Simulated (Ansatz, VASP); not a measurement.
## One calculation of Mo, two programs

File INCAR:

```
SYSTEM = Mo
PREC     = Accurate       ! precision mode
ENCUT    = 520            ! plane-wave cutoff, eV
EDIFF    = 1E-6           ! SCF threshold, eV
ISMEAR   = -1             ! smearing method
SIGMA    = 0.1            ! smearing width, eV
LREAL    = .False.        ! projectors in reciprocal space
LASPH    = .True.         ! aspherical terms in the spheres
NELM     = 100            ! most SCF steps
ALGO     = Normal         ! electronic algorithm
ISIF     = 2              ! what is computed and relaxed
LWAVE    = .False.        ! write WAVECAR
LCHARG   = .True.         ! write CHGCAR
GGA      = CA             ! functional
LELF     = .True.         ! ELF
LVHAR    = .True.       
NBANDS   = 21             ! bands
```

Contents of KPOINTS:

```
Automatic mesh
0
Gamma
  11 11 11
  0 0 0
```

The input POSCAR:

```
Mo
1.0
    0.0000000000      2.7848743761      2.7848743761
    2.7848743761      0.0000000000      2.7848743761
    2.7848743761      2.7848743761      0.0000000000
Mo
2
Direct
    0.1250000000      0.1250000000      0.1250000000
    0.8750000000      0.8750000000      0.8750000000
```

Input for Ansatz:

```yaml
crystal:
  lattice:
    - [0.0, 2.7848743761, 2.7848743761]
    - [2.7848743761, 0.0, 2.7848743761]
    - [2.7848743761, 2.7848743761, 0.0]
  atoms:
    - { symbol: Mo, position: [0.125, 0.125, 0.125] }
    - { symbol: Mo, position: [0.875, 0.875, 0.875] }
hamiltonian:
  xc: lda
  pseudopotentials:
    kind: paw
    azcp:
      Mo: "pseudopotentials/Mo.paw.azcp"
basis:
  ecutwfc: 420
  fft_grid_basis: typed
kpoints:
  mp_grid: { grid: [11, 11, 11], shift: [0, 0, 0] }
magnetization:
  spin_polarized: false
scf:
  occupations: { method: fermi_dirac, width: 0.1 }
  lower_state_search: "off"
output:
  stress: true
```

Alike in both runs: task single point; functional LDA; k mesh 11 × 11 × 11; occupations fermi-dirac, width 0.1 eV; no spin polarisation.

```csv
,VASP,Ansatz
version,VASP 6.6.1,Ansatz 0.2.0
potentials or method,"VASP PAW LDA potentials, release 64 (Mo_sv)","plane waves (420 eV) with PAW, scalar-relativistic"
plane-wave cutoff (eV),520,420
valence electrons in the cell,28,28
```

```tsv
	VASP	Ansatz	Ansatz less VASP
pressure (GPa)	0.8	0.0	-0.74
```

Ansatz warned: «pseudo_functional_mismatch».
